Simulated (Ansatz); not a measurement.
All numbers below come from Ansatz, DFT, RPBE, plane waves (420 eV) with PAW, scalar-relativistic. (PAW data from PBE, frozen cores regenerated.)

An element in the dhcp structure gives this curve. The cell is scaled uniformly from the relaxed one, with fractional coordinates and shape fixed. Energies are extrapolated to zero smearing, pressures are those at the given smearing. Magnetic state: spin not included.

```csv
V (Å³/atom),E − E₀ (meV/atom),P (GPa)
16.298,135.2,22.59
17.038,54.3,12.92
17.779,12.4,5.60
18.520,0.0,0.08
19.261,9.7,-4.07
20.002,36.0,-7.17
20.742,74.6,-9.47
```

Q: Which element is it?
A. germanium
B. gold
C. arsenic
D. aluminium

A: B. Its fit is V₀ = 18.53 Å³/atom, B₀ = 119 GPa, B₀′ = 6.2.
